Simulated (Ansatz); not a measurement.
# ZnS under changes of volume

One of the cells (19.727 Å³/atom); the others are scaled copies at fixed shape and fractional positions:

```
CELL_PARAMETERS angstrom
0.00000 2.70200 2.70200
2.70200 0.00000 2.70200
2.70200 2.70200 0.00000
ATOMIC_POSITIONS crystal
Zn 0.75000 0.75000 0.75000
S 0.00000 0.00000 0.00000
```

| Item | Value |
| --- | --- |
| Program | Ansatz 0.2.0 |
| Functional | r2SCAN |
| Dispersion | D4 |
| Potentials or basis | Ansatz PAW |
| Cutoff | 500 eV (not typed: the program's choice for these potentials) |
| k mesh | 9 × 9 × 9 |
| Occupations | fermi-dirac, width 0.05 eV |
| Spin | no spin polarisation |

```tsv
volume (Å³/atom)	energy over the lowest point (meV/atom)	pressure (GPa)	gap on the mesh (eV)
18.543	9.04	3.8	2.95
18.938	?	?	?
19.332	0.00	0.1	2.76
19.727	1.83	-1.5	2.66
20.121	7.33	-2.9	2.57
20.516	16.10	-4.2	2.49
20.910	27.81	-5.3	2.40
```

Task: What does the run at 18.938 Å³/atom give?

Result: Energy over the lowest point 2.24 meV/atom; pressure 1.8 GPa; gap on the mesh 2.85 eV.

Worked out: A Birch-Murnaghan fit of order 3 (a polynomial in V^(-2/3)) to the other rows has its minimum at 19.34 Å³/atom with B0 = V·E''(V) = 81 GPa and B' = 4.3. It gives 2.24 meV/atom at 18.938 Å³/atom, against the run's 2.24, and -dE/dV = 1.8 GPa, against 1.8. A straight line through the other rows of the gap, of slope -4.57 eV per unit of ln V (its deformation potential), gives 2.85 eV, against the run's 2.85.

Energies are extrapolated to zero smearing.

Caveats: odd divisions of the mesh miss points on the zone boundary, where band edges often lie, so the gap on the mesh can be too wide; the PAW data sets come from PBE, with cores solved anew for the run's functional, which leaves a small shift of forces and pressure.
